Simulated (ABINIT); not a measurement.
# A GW chain in ABINIT: MgO (Fm-3m), part 2 of 3

Aim: the G0W0 gap of MgO (Fm-3m) on LDA, step by step.

ABINIT 10.8.3; LDA and many-body steps on it, plane waves. Known limits of the many-body steps: not at the basis limit.

So far. Step 2 (Ground state): The gap is direct, at Γ.

## 3. Bands along the symmetry lines

Level of this step: DFT, LDA, plane waves, norm-conserving pseudopotentials (ABINIT).

The cheap functional maps the bands first; the places of the edges decide which points the dearer methods must see.

File run.abi:

```
acell 3*1.0 Angstrom
rprim 
  -0.000000000000 2.097001392700 2.097001392700
  2.097001392700 -0.000000000000 2.097001392700
  2.097001392700 2.097001392700 -0.000000000000
ntypat 2
znucl 12 8
natom 2
typat 1 2
xred 
  0.000000000000 0.000000000000 0.000000000000
  0.500000000000 0.500000000000 0.500000000000
pp_dirpath "pseudos"
pseudos "Mg.upf, O.upf"
ecut 38
iscf -2
irdden 1
kptopt 0
nkpt 50
kpt 
  0.00000000 0.00000000 0.00000000
  0.06250000 0.00000000 0.06250000
  0.12500000 0.00000000 0.12500000
  0.18750000 0.00000000 0.18750000
  0.25000000 0.00000000 0.25000000
  0.31250000 0.00000000 0.31250000
  0.37500000 0.00000000 0.37500000
  0.43750000 0.00000000 0.43750000
  0.50000000 0.00000000 0.50000000
  0.51562500 0.03125000 0.51562500
  0.53125000 0.06250000 0.53125000
  0.54687500 0.09375000 0.54687500
  0.56250000 0.12500000 0.56250000
  0.57812500 0.15625000 0.57812500
  0.59375000 0.18750000 0.59375000
  0.60937500 0.21875000 0.60937500
  0.62500000 0.25000000 0.62500000
  0.37500000 0.37500000 0.75000000
  0.32812500 0.32812500 0.65625000
  0.28125000 0.28125000 0.56250000
  0.23437500 0.23437500 0.46875000
  0.18750000 0.18750000 0.37500000
  0.14062500 0.14062500 0.28125000
  0.09375000 0.09375000 0.18750000
  0.04687500 0.04687500 0.09375000
  0.00000000 0.00000000 0.00000000
  0.06250000 0.06250000 0.06250000
  0.12500000 0.12500000 0.12500000
  0.18750000 0.18750000 0.18750000
  0.25000000 0.25000000 0.25000000
  0.31250000 0.31250000 0.31250000
  0.37500000 0.37500000 0.37500000
  0.43750000 0.43750000 0.43750000
  0.50000000 0.50000000 0.50000000
  0.50000000 0.46875000 0.53125000
  0.50000000 0.43750000 0.56250000
  0.50000000 0.40625000 0.59375000
  0.50000000 0.37500000 0.62500000
  0.50000000 0.34375000 0.65625000
  0.50000000 0.31250000 0.68750000
  0.50000000 0.28125000 0.71875000
  0.50000000 0.25000000 0.75000000
  0.50000000 0.21875000 0.71875000
  0.50000000 0.18750000 0.68750000
  0.50000000 0.15625000 0.65625000
  0.50000000 0.12500000 0.62500000
  0.50000000 0.09375000 0.59375000
  0.50000000 0.06250000 0.56250000
  0.50000000 0.03125000 0.53125000
  0.50000000 0.00000000 0.50000000
istwfk *1
nband 18
nbdbuf 5
tolwfr 1e-07
nstep 50
prtwf 0
prtvol 0
indata_prefix "in"
outdata_prefix "out"
tmpdata_prefix "tmp"
```

Started as:

```bash
> OMP_NUM_THREADS=1 mpirun -n 4 abinit run.abi > log
```

Numbers of over 12 decimals in the logs are rounded to 6 here.

Log:

```text
.Version 10.8.3 of ABINIT. v10.8.2 released Aug 2026.

 Symmetries : space group Fm -3 m (#225); Bravais cF (face-center cubic)
[... echo of the input left out ...]
== DATASET  1 ==================================================================
-   mpi_nproc: 4, omp_nthreads: 1 (-1 if OMP is not activated)

--- !DatasetInfo
iteration_state: {dtset: 1, }
dimensions: {natom: 2, nkpt: 50, mband: 18, nsppol: 1, nspinor: 1, nspden: 1, mpw: 1411, }
cutoff_energies: {ecut:  38.0, pawecutdg:  -1.0, }
electrons: {nelect:   1.60000000E+01, charge:   0.00000000E+00, occopt:   1.00000000E+00, tsmear:   1.00000000E-02, }

 Real(R)+Recip(G) space primitive vectors, cartesian coordinates (Bohr,Bohr^-1):
 R(1)=  0.0000000  3.9627583  3.9627583  G(1)= -0.1261747  0.1261747  0.1261747
 R(2)=  3.9627583  0.0000000  3.9627583  G(2)=  0.1261747 -0.1261747  0.1261747
 R(3)=  3.9627583  3.9627583  0.0000000  G(3)=  0.1261747  0.1261747 -0.1261747
 Unit cell volume ucvol=  1.2445798E+02 bohr^3
 Angles (23,13,12)=  6.00000000E+01  6.00000000E+01  6.00000000E+01 degrees

 getcut: wavevector=  0.0000  0.0000  0.0000  ngfft=  32  32  32
         ecut(hartree)=     38.000   => boxcut(ratio)=   2.05769

--- Pseudopotential description ------------------------------------------------
- Mg Generated using ONCVPSP code by D. R. Hamann
- 12.00000  10.00000  180309                  znucl, zion, pspdat
12 -1012 1 -1 1510                            pspcod,pspxc,lmax,lloc,mmax
     nproj     2     2     0
  pspatm : epsatm=    9.23542517
         --- l  ekb(1:nproj) -->
             0    2.239033   -0.828749
             1   -6.545315   -2.523783
 pspatm: atomic psp has been read  and splines computed

- O Generated using ONCVPSP code by D. R. Hamann
-  8.00000   6.00000  201201                  znucl, zion, pspdat
12 -1012 2 -1 926                             pspcod,pspxc,lmax,lloc,mmax
     nproj     2     2     1
  pspatm : epsatm=    6.27558587
         --- l  ekb(1:nproj) -->
             0    6.026028    0.816167
[...]
2   -1.033686
 pspatm: atomic psp has been read  and splines computed

--------------------------------------------------------------------------------

================================================================================
 prteigrs : about to open file out_EIG
 Non-SCF case, kpt    1 (  0.00000  0.00000  0.00000), residuals and eigenvalues=
  9.41E-09  2.96E-08  6.67E-08  6.77E-09  9.93E-08  8.15E-08  1.55E-08  6.22E-08
  1.36E-08  7.19E-09  8.99E-09  5.30E-08  3.11E-08  1.42E-08  8.33E-08  5.29E-08
  8.77E-08  3.26E-08
 -2.4631E+00 -1.2653E+00 -1.2653E+00 -1.2653E+00 -4.6098E-01  1.6385E-01
  1.6385E-01  1.6385E-01  3.4087E-01  7.4328E-01  7.4328E-01  7.4328E-01
  8.8704E-01  9.5675E-01  9.5675E-01  1.0496E+00  1.0496E+00  1.0496E+00
 Non-SCF case, kpt    2 (  0.06250  0.00000  0.06250), residuals and eigenvalues=
  9.50E-09  1.47E-08  5.78E-09  5.25E-08  1.61E-08  2.67E-08  8.52E-09  2.82E-08
[...]
3.19E-08  4.27E-08
[...]
Non-SCF case, kpt    3 (  0.12500  0.00000  0.12500), residuals and eigenvalues=
[...]
Non-SCF case, kpt   49 (  0.50000  0.03125  0.53125), residuals and eigenvalues=
[...]
Non-SCF case, kpt   50 (  0.50000  0.00000  0.50000), residuals and eigenvalues=
[...]
1.1335E-01  1.1335E-01  4.9543E-01  5.2659E-01  6.4251E-01  8.5634E-01
  8.5634E-01  1.1042E+00  1.1583E+00  1.3025E+00  1.3025E+00  1.4233E+00

--- !ResultsGS
iteration_state: {dtset: 1, }
comment   : Summary of ground state results
lattice_vectors:
- [ -0.0000000,   3.9627583,   3.9627583, ]
- [  3.9627583,  -0.0000000,   3.9627583, ]
- [  3.9627583,   3.9627583,  -0.0000000, ]
lattice_lengths: [   5.60419,    5.60419,    5.60419, ]
lattice_angles: [ 60.000,  60.000,  60.000, ] # degrees, (23, 13, 12)
lattice_volume:   1.2445798E+02
convergence: {deltae:  0.000E+00, res2:  0.000E+00, residm:  9.933E-08, diffor:  0.000E+00, }
etotal    :  -7.59171548E+01
entropy   :   0.00000000E+00
fermie    :   1.63852445E-01
cartesian_stress_tensor: null
pressure_GPa: null
xred      :
- [  0.0000E+00,   0.0000E+00,   0.0000E+00, Mg]
- [  5.0000E-01,   5.0000E-01,   5.0000E-01,  O]
cartesian_forces: null
force_length_stats: {min: null, max: null, mean: null, }

 Integrated electronic density in atomic spheres:
 ------------------------------------------------
 Atom  Sphere_radius  Integrated_density
[...]
================================================================================

 ----iterations are completed or convergence reached----

 Mean square residual over all n,k,spin=   31.815E-09; max=  99.332E-09
 reduced coordinates (array xred) for    2 atoms
       0.000000000000      0.000000000000      0.000000000000
       0.500000000000      0.500000000000      0.500000000000

 cartesian coordinates (angstrom) at end:
    1      0.000000     0.000000     0.000000
    2      2.097001     2.097001     2.097001
 length scales=  1.889726125908  1.889726125908  1.889726125908 bohr
              =  1.000000000000  1.000000000000  1.000000000000 angstroms
 prteigrs : about to open file out_EIG
 Eigenvalues (hartree) for nkpt=  50  k points:
 kpt#   1, nband= 18, wtk=  1.00000, kpt=  0.0000  0.0000  0.0000 (reduced coord)
[...]
kpt#   2, nband= 18, wtk=  1.00000, kpt=  0.0625  0.0000  0.0625 (reduced coord)
[...]
kpt#   3, nband= 18, wtk=  1.00000, kpt=  0.1250  0.0000  0.1250 (reduced coord)
[...]
kpt#  49, nband= 18, wtk=  1.00000, kpt=  0.5000  0.0313  0.5313 (reduced coord)
[...]
1.30344    1.44149
 kpt#  50, nband= 18, wtk=  1.00000, kpt=  0.5000  0.0000  0.5000 (reduced coord)
  -2.46260   -1.26820   -1.26643   -1.26643   -0.40003    0.01115    0.11335    0.11335
   0.49543    0.52659    0.64251    0.85634    0.85634    1.10417    1.15828    1.30253
   1.30253    1.42331

== END DATASET(S) ==============================================================
================================================================================

 -outvars: echo values of variables after computation  --------
            nband          18
             nkpt          50
          spgroup         225
 [... the other variables as echoed above ...]

 Calculation completed.
```

Elapsed: 3.2 s, on 4 MPI ranks of Arm Neoverse V2, shared host; peak memory 0.26 GiB; 12 s of CPU time.

Numbers from this step:

- gap: 4.817 eV
- k of the valence top: 0, 0, 0
- k of the conduction bottom: 0, 0, 0
- least direct gap: 4.817 eV

The gap is 4.817 eV, as in the run before at this level.

The electronic bands at the labelled points (eV, zero at the top of the highest filled band; v1 is the highest filled band, c1 the lowest empty one):

```tsv
point	v4	v3	v2	v1	c1	c2	c3	c4
Γ	-17.00	0.00	0.00	0.00	4.82	15.77	15.77	15.77
halfway	-16.19	-2.66	-0.75	-0.75	8.10	11.08	15.37	17.38
X	-15.34	-4.16	-1.37	-1.37	9.02	9.87	13.03	18.84
halfway	-15.33	-4.00	-1.84	-1.32	9.41	10.39	12.87	18.50
U	-15.31	-3.56	-2.77	-1.17	10.01	11.68	12.46	17.99
jump to K	-15.31	-3.56	-2.77	-1.17	10.01	11.68	12.46	17.99
halfway	-16.10	-2.98	-1.21	-0.40	8.19	11.92	15.25	17.80
Γ	-17.00	0.00	0.00	0.00	4.82	15.77	15.77	15.77
halfway	-16.36	-2.70	-0.35	-0.35	7.12	12.50	16.58	16.58
L	-15.58	-4.73	-0.66	-0.66	7.86	12.55	16.17	16.17
halfway	-15.43	-4.09	-1.97	-1.01	9.63	12.14	13.37	16.78
W	-15.27	-3.01	-3.01	-1.82	11.58	11.58	12.05	15.47
halfway	-15.31	-3.85	-1.94	-1.60	9.92	10.76	12.68	17.25
X	-15.34	-4.16	-1.37	-1.37	9.02	9.87	13.03	18.84
```

The electronic bands as a text plot (rows in eV, shown from -8.0 to 10.8 only):

```
   10.4 |       ++     ++  +                           +    ++++
    9.6 |         +++++++++ ++                        +      ++++
    8.9 |       ++ ++++       ++                     +          +
    8.1 |     ++                +              ++++++
    7.3 |    +                   ++         +++
    6.5 |                                  +
    5.7 |  ++                      ++    ++
    4.9 |++                          ++++
    4.2 |
    3.4 |
    2.6 |
    1.8 |
    1.0 |
    0.2 |**                        ********
   -0.6 | ******            **********  *  ***********
   -1.3 |  **   ************    *  **    **         ******   ****
   -2.1 |    *         **   **** **        *          **  ****
   -2.9 |     **         ***    *           *           ****
   -3.7 |       *****  *********             **        **   ****
   -4.5 |            **                        ********         *
   -5.3 |
   -6.0 |
   -6.8 |
   -7.6 |
         Γ           X  U|K            Γ         L        W     X
```

## 4. Empty states on the mesh, 6×6×6 mesh, 484 bands

The sums over transitions need many empty states on a uniform mesh; this step solves for them.

File run.abi:

```
acell 3*1.0 Angstrom
rprim 
  -0.000000000000 2.097001392700 2.097001392700
  2.097001392700 -0.000000000000 2.097001392700
  2.097001392700 2.097001392700 -0.000000000000
ntypat 2
znucl 12 8
natom 2
typat 1 2
xred 
  0.000000000000 0.000000000000 0.000000000000
  0.500000000000 0.500000000000 0.500000000000
pp_dirpath "pseudos"
pseudos "Mg.upf, O.upf"
ecut 38
ngkpt 6 6 6
nshiftk 1
shiftk 0 0 0
kptopt 1
chksymbreak 0
irdden 1
istwfk *1
nband 484
prtvol 0
optdriver 6
gwr_task "HDIAGO"
paral_kgb 0
occopt 1
indata_prefix "in"
outdata_prefix "out"
tmpdata_prefix "tmp"
```

Log:

```text
[banner, memory and clock lines left out]
.Version 10.8.3 of ABINIT. v10.8.2 released Aug 2026.

 Symmetries : space group Fm -3 m (#225); Bravais cF (face-center cubic)
[... echo of the input left out ...]
== DATASET  1 ==================================================================
-   mpi_nproc: 4, omp_nthreads: 1 (-1 if OMP is not activated)

--- !DatasetInfo
iteration_state: {dtset: 1, }
dimensions: {natom: 2, nkpt: 16, mband: 484, nsppol: 1, nspinor: 1, nspden: 1, mpw: 1411, }
cutoff_energies: {ecut:  38.0, pawecutdg:  -1.0, }
electrons: {nelect:   1.60000000E+01, charge:   0.00000000E+00, occopt:   1.00000000E+00, tsmear:   1.00000000E-02, }

.Using double precision arithmetic; gwpc =  8

- Reading GS density from: in_DEN

--- Pseudopotential description ------------------------------------------------
- Mg Generated using ONCVPSP code by D. R. Hamann
- 12.00000  10.00000  180309                  znucl, zion, pspdat
12 -1012 1 -1 1510                            pspcod,pspxc,lmax,lloc,mmax
     nproj     2     2     0
  pspatm : epsatm=    9.23542517
         --- l  ekb(1:nproj) -->
             0    2.239033   -0.828749
             1   -6.545315   -2.523783
 pspatm: atomic psp has been read  and splines computed

- O Generated using ONCVPSP code by D. R. Hamann
-  8.00000   6.00000  201201                  znucl, zion, pspdat
12 -1012 2 -1 926                             pspcod,pspxc,lmax,lloc,mmax
     nproj     2     2     1
  pspatm : epsatm=    6.27558587
         --- l  ekb(1:nproj) -->
             0    6.026028    0.816167
             1   -4.798959   -1.172522
             2   -1.033686
 pspatm: atomic psp has been read  and splines computed

   2.48176177E+02                                ecore*ucvol(ha*bohr**3)

 Total charge density [el/Bohr^3]
)     Maximum=    3.3704E+00  at reduced coord.    0.0625    0.9375    0.9688
)     Minimum=    1.0287E-02  at reduced coord.    0.2500    0.2500    0.2500
   Integrated=    1.6000E+01

 === KS gaps after direct diagonalization ===
 Direct band gap semiconductor
 Fundamental gap:     4.817 (eV)
   VBM:     4.459 (eV) at k: [ 0.0000E+00,  0.0000E+00,  0.0000E+00]
   CBM:     9.275 (eV) at k: [ 0.0000E+00,  0.0000E+00,  0.0000E+00]
 Direct gap:         4.817 (eV) at k: [ 0.0000E+00,  0.0000E+00,  0.0000E+00]

== END DATASET(S) ==============================================================

 -outvars: echo values of variables after computation  --------
           etotal      0.0000000000E+00
            nband         484
             nkpt          16
          spgroup         225
 [... the other variables as echoed above ...]

 Calculation completed.
```

The job ended after 11 s (4 MPI ranks; peak memory 0.7 GiB; 45 s of CPU time).

This step gave:

| Item | Value |
| --- | --- |
| gap | 4.817 eV |
| k of the valence top | 0, 0, 0 |
| k of the conduction bottom | 0, 0, 0 |
| least direct gap | 4.817 eV |
| k points computed | 16 |
| lowest point of the top converged band, above the valence top | 481.4495 eV |

On this mesh the gap is 4.817 eV.

## 5. Screening, 6×6×6 mesh, 476 bands, screening to 598.7 eV

The RPA dielectric matrix is built and inverted for each q.

This step: RPA screening on LDA, plane waves, norm-conserving pseudopotentials.

Edit run.abi of step 4 so:

```diff
@@ -20,10 +20,11 @@
 chksymbreak 0
-irdden 1
 istwfk *1
-nband 484
-prtvol 0
-optdriver 6
-gwr_task "HDIAGO"
-paral_kgb 0
 occopt 1
+irdwfk 1
+optdriver 3
+nband 476
+ecuteps 22
+inclvkb 2
+awtr 1
+symchi 1
 indata_prefix "in"
```

Log:

```text
.Version 10.8.3 of ABINIT. v10.8.2 released Aug 2026.

 Symmetries : space group Fm -3 m (#225); Bravais cF (face-center cubic)
[... echo of the input left out ...]
== DATASET  1 ==================================================================
-   mpi_nproc: 4, omp_nthreads: 1 (-1 if OMP is not activated)

--- !DatasetInfo
iteration_state: {dtset: 1, }
dimensions: {natom: 2, nkpt: 16, mband: 476, nsppol: 1, nspinor: 1, nspden: 1, mpw: 1411, }
cutoff_energies: {ecut:  38.0, pawecutdg:  -1.0, }
electrons: {nelect:   1.60000000E+01, charge:   0.00000000E+00, occopt:   1.00000000E+00, tsmear:   1.00000000E-02, }

 SCREENING: Calculation of the susceptibility and dielectric matrices

 Based on a program developped by R.W. Godby, V. Olevano, G. Onida, and L. Reining.
 Incorporated in ABINIT by V. Olevano, G.-M. Rignanese, and M. Torrent.
.Using double precision arithmetic ; gwpc =  8

[... cell and pseudopotentials left out ...]
--------------------------------------------------------------------------------

 ==== K-mesh for the wavefunctions ====
 Number of points in the irreducible wedge :    16
[... list of points left out ...]
 Together with 48 symmetry operations and time-reversal symmetry
 yields   216 points in the full Brillouin Zone.

 ==== Q-mesh for the screening function ====
 Number of points in the irreducible wedge :    16
[... list of points left out ...]
 Together with 48 symmetry operations and time-reversal symmetry
 yields   216 points in the full Brillouin Zone.

 setmesh: FFT mesh size selected  =    27x   27x   27
          total number of points  =        19683

 vcoul_init : cutoff-mode = AUXILIARY_FUNCTION
 q-points for optical limit:   1
     1)      0.000010    0.000020    0.000030

- screening: taking advantage of time-reversal symmetry
- Maximum band index for partially occupied states nbvw = 8
- Remaining bands to be divided among processors   nbcw = 468
- Number of bands treated by each node ~117

 Number of electrons calculated from density =   16.0000; Expected =   16.0000
 average of density, n =  0.128557
 r_s =    1.2291
 omega_plasma =   34.5863 [eV]

 calculating chi0 at frequencies [eV] :
  1    0.000000E+00    0.000000E+00
  2    0.000000E+00    3.458631E+01

--------------------------------------------------------------------------------
  q-point number  1        q = ( 0.000000, 0.000000, 0.000000) [r.l.u.]
--------------------------------------------------------------------------------
[... chi0 elements left out ...]
 For q-point:  0.000010 0.000020 0.000030
  dielectric constant =   3.0849
  dielectric constant without local fields =   3.3129

  Average fulfillment of the sum rule on Im[epsilon] for q-point    1 :    105.51  [%]
[... wings left out ...]
  q-point number  2        q = ( 0.166667, 0.000000, 0.000000) [r.l.u.]
--------------------------------------------------------------------------------
[... chi0 elements left out ...]
  Average fulfillment of the sum rule on Im[epsilon] for q-point    2 :    111.55  [%]

 [... 14 further q-points ...]
```

The job ended after 20 min (4 MPI ranks; peak memory 3.6 GiB).

Numbers from this step:

- ε∞ with local fields, on this mesh, along the program's q direction: 3.085
- the same without local fields: 3.313
- plasma frequency: 34.59 eV
- plane waves in the screening matrix: 609

Local fields lower ε∞ by 7 %.

(Part 2 of 3 ends here.)

[Paths, hosts, dates, memory and timing lines, banners, echoed tables and standing remarks are left out of the program output.]

[Logs are printed without paths, hosts, clocks, repeated set-up lines and the standing remarks that a program may print on its own settings, such as how far it seeks lower states.]

[Runs of the session that timed out or met a known fault of the program may be left out.]

[Hosts, paths, dates, database ids (printed as entryN), source tags and the programs' standing remarks are cut or masked in the printed files.]

[G0W0 gaps are taken among the corrected bands and points alone; a level outside them can change the order at an edge.]

[Where Ansatz stands beside ABINIT at settings called matched, ABINIT's density can come from a denser mesh and the files from another edition; pairs whose starting gaps differed by over 0.03 eV were left out, so agreement reads better than it is.]
